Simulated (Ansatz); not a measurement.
What does this script print? It uses Ansatz 0.2.0 through its Python package.

`disp_pbs.py`:
```python
"""D3 and D4 dispersion energy of PbS, with no SCF."""

import ansatz as az
import numpy as np

vectors0 = np.array([
    [5.945641, 0.0, 0.0],
    [0.0, 4.033142, 0.0],
    [-0.662167, 0.0, 10.539446],
])
sites = [
    ("Pb", (0.691035, 0.25, 0.632708)),
    ("Pb", (0.308965, 0.75, 0.367292)),
    ("Pb", (0.24644, 0.25, 0.896745)),
    ("Pb", (0.75356, 0.75, 0.103255)),
    ("S", (0.737576, 0.25, 0.924691)),
    ("S", (0.262424, 0.75, 0.075309)),
    ("S", (0.382545, 0.75, 0.64378)),
    ("S", (0.617455, 0.25, 0.35622)),
]


def make_crystal(cell):
    crystal = az.Crystal(lattice=az.Lattice.of(cell))
    for symbol, position in sites:
        crystal = crystal.atom(symbol, position)
    return crystal

atoms = [(site[0], site[1]) for site in sites]
print("dispersion energy and pressure at linear scale factors", (0.98, 1.0, 1.02))
for functional in (az.Functional.HSE06, az.Functional.PBESOL):
    for method in ("d3bj", "d4"):
        damping = az.dispersion_damping(method=method, xc=functional)
        line = []
        for scale in (0.98, 1.0, 1.02):
            term = az.pairwise_dispersion(vectors=(vectors0 * scale).tolist(), atoms=atoms, damping=damping, periodic=(True, True, True))
            line.append(f"{term.energy_ev / len(atoms):.4f} eV/atom, {np.trace(term.stress_gpa) / 3:.2f} GPa")
        print(functional.value, method, "|", " | ".join(line))
print("charges of the D4 model in the last cell:", np.round(term.partial_charges_e, 3))
```

Output of `python disp_pbs.py`:
```text
dispersion energy and pressure at linear scale factors (0.98, 1.0, 1.02)
hse06 d3bj | -0.3962 eV/atom, -2.14 GPa | -0.3747 eV/atom, -1.40 GPa | -0.3667 eV/atom, -0.13 GPa
hse06 d4 | -0.3182 eV/atom, -1.02 GPa | -0.3175 eV/atom, 0.09 GPa | -0.3060 eV/atom, -1.35 GPa
pbesol d3bj | -0.2886 eV/atom, -1.56 GPa | -0.2730 eV/atom, -1.02 GPa | -0.2671 eV/atom, -0.10 GPa
pbesol d4 | -0.1946 eV/atom, -0.62 GPa | -0.1941 eV/atom, 0.03 GPa | -0.1870 eV/atom, -0.82 GPa
charges of the D4 model in the last cell: [ 0.392  0.392  0.403  0.403 -0.373 -0.373 -0.422 -0.422]
```

The structure comes from a database and needn't be a stable phase.
